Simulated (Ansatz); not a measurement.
Computed with DFT PBE, scalar-relativistic, plane waves, PAW (Ansatz 0.2.0). All cells share a 420 eV cutoff and Γ-centred k meshes spaced at most about 0.3 Å⁻¹ (about 0.25 or finer for metals, 2π included). No spin polarisation in the final relaxations.

Temperature and zero-point effects are left out.

Two relaxed structures of Sb:

A.

```cif
data_structure
_symmetry_space_group_name_H-M 'P6/mmm'
_symmetry_Int_Tables_number 191
_cell_length_a 3.2834
_cell_length_b 3.2834
_cell_length_c 3.1240
_cell_angle_alpha 90.000
_cell_angle_beta 90.000
_cell_angle_gamma 120.000
_cell_volume 29.17
loop_
_atom_site_label
_atom_site_type_symbol
_atom_site_symmetry_multiplicity
_atom_site_Wyckoff_symbol
_atom_site_fract_x
_atom_site_fract_y
_atom_site_fract_z
_atom_site_occupancy
Sb1 Sb 1 b 0.00000 0.00000 0.50000 1
```

B.

```cif
data_structure
_symmetry_space_group_name_H-M 'Pm-3m'
_symmetry_Int_Tables_number 221
_cell_length_a 3.1096
_cell_length_b 3.1096
_cell_length_c 3.1096
_cell_angle_alpha 90.000
_cell_angle_beta 90.000
_cell_angle_gamma 90.000
_cell_volume 30.07
loop_
_atom_site_label
_atom_site_type_symbol
_atom_site_symmetry_multiplicity
_atom_site_Wyckoff_symbol
_atom_site_fract_x
_atom_site_fract_y
_atom_site_fract_z
_atom_site_occupancy
Sb1 Sb 1 b 0.50000 0.50000 0.50000 1
```

Question: Which is lower in energy, and by how much?

Answer: B is lower, by 105 meV/atom. A has the simple hexagonal type, space group P6/mmm (No. 191), 29.2 Å³/atom and no gap on its mesh; B has the simple cubic type, space group Pm-3m (No. 221), 30.1 Å³/atom and no gap. Counting all near atoms (those within 1.25 times the shortest such distance or 1.15 times the sum of covalent radii), A has Sb 8 and B has Sb 6. The lower one is the more open, so pressure narrows the difference. Both come from invented guesses. The part of the Crystallography Open Database at hand lists Sb in space groups No. 139, 166, 194, 221, 225 and others; sharing a group (Pm-3m) doesn't make a cell the listed structure.

These runs have no spin–orbit coupling, which can matter for Sb. Cells relaxed within their symmetry can be saddle points.
